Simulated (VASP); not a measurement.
A VASP 6.6.1 single-point calculation on NaCl

INCAR

```
NELM = 70
ISMEAR = -4
LASPH = .TRUE.
PREC = Accurate
IBRION = -1
LREAL = .FALSE.
EDIFF = 1E-7
ENCUT = 520
LCHARG = .FALSE.
NSW = 0
NBANDS = 11
LWAVE = .FALSE.
METAGGA = R2SCAN
ISIF = 2
SIGMA = 0.3
ALGO = Normal
```

KPOINTS

```
KPOINTS created by Atomic Simulation Environment
0
Gamma
8 8 8
0 0 0
```

POSCAR

```
Na Cl
 1.0000000000000000
    -0.0000000000000000    2.8026988093201135    2.8026988093201135
     2.8026988093201135    0.0000000000000000    2.8026988093201135
     2.8026988093201135    2.8026988093201135   -0.0000000000000000
 Na  Cl
   1   1
Cartesian
 -0.0000000000000000 -0.0000000000000000 -0.0000000000000000
  2.8026988093201135  2.8026988093201135  2.8026988093201135
```

The recommended PBE PAW datasets give the neutral cell 14 valence electrons.

Command

```
mpirun -np 1 vasp_std
```

OSZICAR

```
N       E                     dE             d eps       ncg     rms          rms(c)
DAV:   1     0.920180055263E+02    0.92018E+02   -0.75301E+03   641   0.128E+03
DAV:   2    -0.719250624744E+01   -0.99211E+02   -0.93993E+02   687   0.299E+02
DAV:   3    -0.157591552779E+02   -0.85666E+01   -0.84999E+01   764   0.848E+01
DAV:   4    -0.159573545128E+02   -0.19820E+00   -0.19793E+00   731   0.140E+01
DAV:   5    -0.159620815485E+02   -0.47270E-02   -0.47265E-02   794   0.214E+00    0.227E+00
DAV:   6    -0.137997262450E+02    0.21624E+01   -0.60485E-01   662   0.944E+00    0.235E+00
DAV:   7    -0.137828610184E+02    0.16865E-01   -0.17461E-01   701   0.345E+00    0.124E+00
DAV:   8    -0.137882452576E+02   -0.53842E-02   -0.71098E-03   713   0.753E-01    0.458E-01
DAV:   9    -0.137900214219E+02   -0.17762E-02   -0.44152E-03   650   0.712E-01    0.124E-01
DAV:  10    -0.137900905549E+02   -0.69133E-04   -0.11148E-04   799   0.104E-01    0.539E-02
DAV:  11    -0.137900870016E+02    0.35533E-05   -0.69769E-05   656   0.735E-02    0.310E-02
DAV:  12    -0.137900854725E+02    0.15291E-05   -0.22982E-06   748   0.153E-02    0.781E-03
DAV:  13    -0.137900857656E+02   -0.29312E-06   -0.46717E-07   742   0.447E-03    0.356E-04
DAV:  14    -0.137900859670E+02   -0.20140E-06   -0.49940E-09   399   0.774E-04    0.138E-04
DAV:  15    -0.137900859946E+02   -0.27564E-07   -0.10780E-09   349   0.446E-04
   1 F= -.13790086E+02 E0= -.13790086E+02  d E =0.000000E+00
```

Standard output (part)

```
POSCAR found type information on POSCAR NaCl
 POSCAR found :  2 types and       2 ions
 LDA part: xc-table for (None), standard interpolation
 POSCAR, INCAR and KPOINTS ok, starting setup
 WAVECAR not read
 entering main loop
```

From OUTCAR

```
k-points           NKPTS =     29   k-points in BZ     NKDIM =     29   number of bands    NBANDS=     11

   NELECT =      14.0000    total number of electrons

   dimension x,y,z NGX =    30 NGY =   30 NGZ =   30
   dimension x,y,z NGXF=    60 NGYF=   60 NGZF=   60

  energy-cutoff  :      520.00
  volume of cell :       44.03
      direct lattice vectors                 reciprocal lattice vectors
     0.000000000  2.802698809  2.802698809    -0.178399476  0.178399476  0.178399476
     2.802698809  0.000000000  2.802698809     0.178399476 -0.178399476  0.178399476
     2.802698809  2.802698809  0.000000000     0.178399476  0.178399476 -0.178399476

 k-points in reciprocal lattice and weights: KPOINTS created by Atomic Simulation Env
   0.00000000  0.00000000  0.00000000       0.002
   0.12500000  0.00000000  0.00000000       0.016
   0.25000000  0.00000000  0.00000000       0.016
   0.37500000  0.00000000  0.00000000       0.016
   0.50000000  0.00000000  0.00000000       0.008
   0.12500000  0.12500000  0.00000000       0.012
   0.25000000  0.12500000  0.00000000       0.047
   0.37500000  0.12500000  0.00000000       0.047
   ...

 E-fermi :  -0.9728

 k-point     1 :       0.0000    0.0000    0.0000
  band No.  band energies     occupation
      1     -22.5424      2.00000
      2     -22.5421      2.00000
      3     -22.5421      2.00000
      4     -14.3221      2.00000
      5      -1.0572      2.00000
      6      -1.0572      2.00000
      7      -1.0572      2.00000
      8       4.9411      0.00000
      9      10.7205      0.00000
     10      10.7205      0.00000
     11      10.7205      0.00000

 k-point     2 :       0.1250    0.0000    0.0000
  band No.  band energies     occupation
      1     -22.5467      2.00000
      2     -22.5427      2.00000
      3     -22.5424      2.00000
      4     -14.2719      2.00000
      5      -1.4250      2.00000
      6      -1.1018      2.00000
      7      -1.1018      2.00000
      8       5.4377      0.00000
      9      10.1830      0.00000
     10      10.9345      0.00000
     11      10.9346      0.00000

 k-point     3 :       0.2500    0.0000    0.0000
  band No.  band energies     occupation
      1     -22.5578      2.00000
      2     -22.5434      2.00000
      3     -22.5431      2.00000
      4     -14.1472      2.00000
      5      -2.1703      2.00000
      6      -1.2061      2.00000
      7      -1.2061      2.00000
      8       6.3941      0.00000
      9       9.7007      0.00000
     10      11.1093      0.00000
     11      11.1095      0.00000

 k-point     4 :       0.3750    0.0000    0.0000
  band No.  band energies     occupation
      1     -22.5687      2.00000
      2     -22.5441      2.00000
      3     -22.5438      2.00000
      4     -14.0172      2.00000
      5      -2.7976      2.00000
      6      -1.3060      2.00000
      7      -1.3060      2.00000
      8       6.8743      0.00000
      9      10.1766      0.00000
     10      10.8809      0.00000
     11      10.8812      0.00000

 k-point     5 :       0.5000    0.0000    0.0000
  band No.  band energies     occupation
      1     -22.5731      2.00000
      2     -22.5444      2.00000
      3     -22.5441      2.00000
      4     -13.9617      2.00000
      5      -3.0355      2.00000
      6      -1.3462      2.00000
      7      -1.3461      2.00000
      8       6.9228      0.00000
      9      10.7125      0.00000
     10      10.7562      0.00000
     11      10.7565      0.00000

 ...

  Total       -0.0433150     -0.0433150     -0.0433150     -0.0000000     -0.0000000      0.0000000
  in kB       -1.5761197     -1.5761197     -1.5761197     -0.0000000     -0.0000000      0.0000000
  external PRESSURE =      -1.5761197 kB  Pullay stress =       0.0000000 kB

 POSITION                                       TOTAL-FORCE (eV/Angst)
 -----------------------------------------------------------------------------------
      0.00000      0.00000      0.00000         0.000000      0.000000      0.000000
      2.80270      2.80270      2.80270        -0.000000     -0.000000     -0.000000
 -----------------------------------------------------------------------------------
    total drift:                               -0.000000      0.000000      0.000000

  FREE ENERGIE OF THE ION-ELECTRON SYSTEM (eV)
  ---------------------------------------------------
  free  energy   TOTEN  =       -13.7900859946 eV

  energy  without entropy=      -13.7900859946  energy(sigma->0) =      -13.79008599
```

It converged. Results: gap between bands v and c on the k mesh 6.00 eV; least direct gap on the k mesh 6.00 eV; pressure -0.2 GPa. Band v is the last that the valence electrons fill when counted band by band, and c is the next.

For comparison, a separate r²SCAN run of the intended cell, on usual settings and not on those above, gives a gap of 6.00 eV on its mesh and a pressure of -0.1 GPa.

The run above took about 28 s on one core of a shared host (Intel Xeon 6975P-C) and held 0.16 GiB at most.
